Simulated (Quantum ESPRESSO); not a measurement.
# HfO2 under changes of volume

One of the cells (10.955 Å³/atom); the others are scaled copies at fixed shape and fractional positions:

```
CELL_PARAMETERS angstrom
5.21946 0.00000 0.00000
0.00000 5.00476 0.00000
0.00000 0.00000 5.03269
ATOMIC_POSITIONS crystal
Hf 0.96699 0.73252 0.74144
Hf 0.53301 0.73252 0.24144
Hf 0.46699 0.26748 0.74144
Hf 0.03301 0.26748 0.24144
O 0.63213 0.92865 0.87927
O 0.86787 0.92865 0.37927
O 0.23395 0.53988 0.49229
O 0.26605 0.53988 0.99229
O 0.76605 0.46012 0.99229
O 0.73395 0.46012 0.49229
O 0.13213 0.07135 0.87927
O 0.36787 0.07135 0.37927
```

Measurements of this composition are mostly on another form, of space group No. 14.

| Property | Result |
| --- | --- |
| Program | Quantum ESPRESSO 7.5 |
| Functional | PBEsol |
| Potentials or basis | GBRV 1.5 PBEsol |
| Cutoff | 612 eV |
| Density cutoff | 4898 eV |
| k mesh | 4 × 5 × 4 |
| Occupations | fermi-dirac, width 0.05 eV |
| Spin | no spin polarisation |

| volume (Å³/atom) | energy over the lowest point (meV/atom) | pressure (GPa) | gap on the mesh (eV) | largest force (eV/Å) |
| --- | --- | --- | --- | --- |
| 10.298 | 37.07 | 18.6 | 4.66 | 0.329 |
| 10.517 | 16.07 | 11.7 | 4.59 | 0.232 |
| 10.736 | 4.01 | 5.5 | 4.51 | 0.145 |
| 10.955 | 0.00 | -0.1 | 4.44 | 0.077 |
| 11.175 | 3.27 | -5.1 | 4.37 | 0.083 |
| 11.394 | ? | ? | ? | ? |
| 11.613 | 28.70 | -13.7 | 4.23 | 0.197 |

Problem. What does the run at 11.394 Å³/atom give?

Solution. Energy over the lowest point 13.03 meV/atom; pressure -9.6 GPa; gap on the mesh 4.30 eV; largest force 0.137 eV/Å.

Worked out: A Birch-Murnaghan fit of order 3 (a polynomial in V^(-2/3)) to the other rows has its minimum at 10.96 Å³/atom with B0 = V·E''(V) = 264 GPa and B' = 4.3 at fixed shape and positions, which overstates the stiffness. It gives 13.05 meV/atom at 11.394 Å³/atom, against the run's 13.03, and -dE/dV = -9.4 GPa, against -9.6. A straight line through the other rows of the gap, of slope -3.59 eV per unit of ln V, gives 4.30 eV, against the run's 4.30.

Energies are extrapolated to zero smearing.

Caveats: spin-orbit coupling is left out, which moves the levels of the heavy elements; an odd mesh through Γ misses points on the zone boundary, where band edges often lie.
